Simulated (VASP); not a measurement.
BN: single point with PBE

The system is BN.

```
N B
1.0
     1.25112    0.72234    3.37293
    -1.25112    0.72234    3.37293
     0.00000   -1.44467    3.37293
N B
1 1
Direct
  0.66724 0.66724 0.66724
  0.00033 0.00033 0.00033
```

The cell is a database's computed one.

```json
{
 "Program": "VASP 6.6.1",
 "Task": "single point",
 "Functional": "PBE",
 "Potentials or basis": "VASP PAW PBE potentials, release 64 (N, B)",
 "Cutoff": "520 eV",
 "k mesh": "12 × 12 × 12",
 "Occupations": "gaussian, width 0.012 eV",
 "Spin": "no spin polarisation",
 "Further INCAR settings": "ALGO = Normal; EDIFF = 1e-06; NBANDS = 11"
}
```

```
Pressure               : 3.6 GPa
Band gap on the k mesh : 4.28 eV, indirect (least direct gap 4.70 eV)
```

Forces on the atoms (eV/Å):
```
N    0.000  0.000 -0.003
B    0.000  0.000  0.003
```

Stress tensor (GPa, compression positive):
```
4.33 0.00 0.00
0.00 4.33 0.00
0.00 0.00 2.23
```

Levels at points of the mesh, in eV from the valence-band top:
| k point | band 2 | band 3 | band 4 | band 5 | band 6 | band 7 |
| --- | --- | --- | --- | --- | --- | --- |
| (0.00, 0.00, 0.00) | -4.18 | -1.29 | -1.29 | 5.17 | 11.68 | 11.68 |
| (0.50, 0.00, 0.00) | -8.93 | -4.07 | -0.60 | 5.29 | 9.92 | 13.09 |
| (0.50, 0.50, 0.00) | -8.80 | -4.13 | -1.17 | 4.28 | 9.91 | 14.26 |
| (0.50, 0.50, 0.50) | -6.13 | -1.30 | -1.30 | 10.11 | 11.61 | 11.61 |

Run time: 37 s on 1 thread of Intel(R) Xeon(R) 6975P-C (Granite Rapids), on a shared host, peak memory 0.15 GiB.

A k mesh can miss the band edges. Expect the measured gap to be larger: semilocal functionals such as PBE lack the derivative discontinuity.
